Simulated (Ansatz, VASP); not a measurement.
This is a calculation of Zn for VASP 6.6.1.

The input INCAR:

```
PREC = Accurate
ENCUT = 520
EDIFF = 1E-6
ISMEAR = -1
SIGMA = 0.05
LREAL = False
LASPH = True
NELM = 100
ALGO = Normal
ISIF = 2
LWAVE = False
LCHARG = False
NBANDS = 19
```

KPOINTS

```
regular mesh
0
Gamma
  11 11 6
```

File POSCAR:

```
Zn
1.0
    2.6520799970      0.0000000000      0.0000000000
   -1.3260399985      2.2967686502      0.0000000000
    0.0000000000      0.0000000000      4.9326701367
Zn
2
Direct
    0.6666666667      0.3333333333      0.7500000000
    0.3333333333      0.6666666667      0.2500000000
```

Potentials or basis: VASP PAW LDA potentials, release 64 (Zn).

Launch:

```console
$ cat potpaw_LDA.64/Zn/POTCAR > POTCAR
$ mpirun -np 1 vasp_std > vasp.out
```

Problem. Translate it to Ansatz 0.2.0. Potentials there: all-electron LAPW, scalar-relativistic.

Solution. As run (the cutoff follows the program's own potentials):

input.yaml

```yaml
crystal:
  lattice:
    - [2.652079997, 0.0, 0.0]
    - [-1.3260399985, 2.2967686502, 0.0]
    - [0.0, 0.0, 4.9326701367]
  atoms:
    - { symbol: Zn, position: [0.6666666667, 0.3333333333, 0.75] }
    - { symbol: Zn, position: [0.3333333333, 0.6666666667, 0.25] }
kpoints:
  mp_grid: { grid: [11, 11, 6] }
scf:
  occupations: { method: fermi_dirac, width: 0.05 }
hamiltonian:
  xc: lda
  pseudopotentials: { kind: all_electron, lapw: { basis_error: 0.001 } }
output:
  forces: true
  stress: true
  eigenvalues: true
```

Potentials or basis: all-electron LAPW, scalar-relativistic.

Command:

```console
$ ansatz run input.yaml --threads 1 --pin off --max-ram 3072MiB --backend cpu --events-out ev --progress --plain --runs-dir out
```

Both were run:

|  | VASP | Ansatz | Ansatz less VASP |
| --- | --- | --- | --- |
| gap on the k mesh at the Fermi level (eV) | none | none | - |
| pressure (GPa) | -7.5 | -7.9 | -0.47 |
| largest component of the traceless stress (GPa) | 0.57 | 0.74 | +0.169 |

A gap of «none» marks a metal or a gap that the smearing closes. Ansatz ran all-electron here, so the differences hold the error of VASP's frozen core and of both bases.
